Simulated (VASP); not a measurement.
# LiF (Griceite): relaxation of the atoms with PBEsol

Crystal: LiF (Griceite).

```xyz
2
Lattice="0.0000 1.9985 1.9985 1.9985 0.0000 1.9985 1.9985 1.9985 0.0000" Properties=species:S:1:pos:R:3 pbc="T T T"
Li    0.0000    0.0000    0.0000
F     1.9985    1.9985    1.9985
```

* Program: VASP 6.6.1
* Task: relaxation of the atoms
* Functional: PBEsol
* Potentials or basis: VASP PAW PBE potentials, release 64 (Li_sv, F)
* Cutoff: 600 eV
* k mesh: 12 × 12 × 12
* Occupations: gaussian, width 0.03 eV
* Spin: no spin polarisation
* Further INCAR settings: ALGO = Fast; EDIFF = 1e-07; IBRION = 2; EDIFFG = -0.01; NSW = 40

The pressure after relaxing is 0.1 GPa and the band gap on the k mesh is 9.13 eV, direct.

Final structure:
```yaml
crystal:
  lattice:
    - [0.00000, 1.99848, 1.99848]
    - [1.99848, 0.00000, 1.99848]
    - [1.99848, 1.99848, 0.00000]
  atoms:
    - { symbol: Li, position: [0.00000, 0.00000, 0.00000] }
    - { symbol: F, position: [0.50000, 0.50000, 0.50000] }
```

Levels at points of the mesh, in eV from the valence-band top:
```
           k point  band 3  band 4  band 5  band 6  band 7  band 8
(0.00, 0.00, 0.00)    0.00    0.00    0.00    9.13   24.32   24.33
(0.50, 0.00, 0.00)   -2.63   -0.24   -0.24   10.69   16.84   18.92
(0.50, 0.50, 0.00)   -3.16   -1.05   -1.05   14.85   16.30   17.63
```

It took 7.3 s on 1 thread of Intel(R) Xeon(R) 6975P-C (Granite Rapids), with other jobs on the host, peak memory 0.13 GiB.

Caveat: the cutoff is under 1.25 times the usual one of these potentials, so pressure, stress and relaxed cells hold a basis-set (Pulay) error; the relaxation stopped at its first step, so nothing moved; the PAW data sets were made with another functional, which shifts forces and pressure a little. A k mesh can miss the band edges.
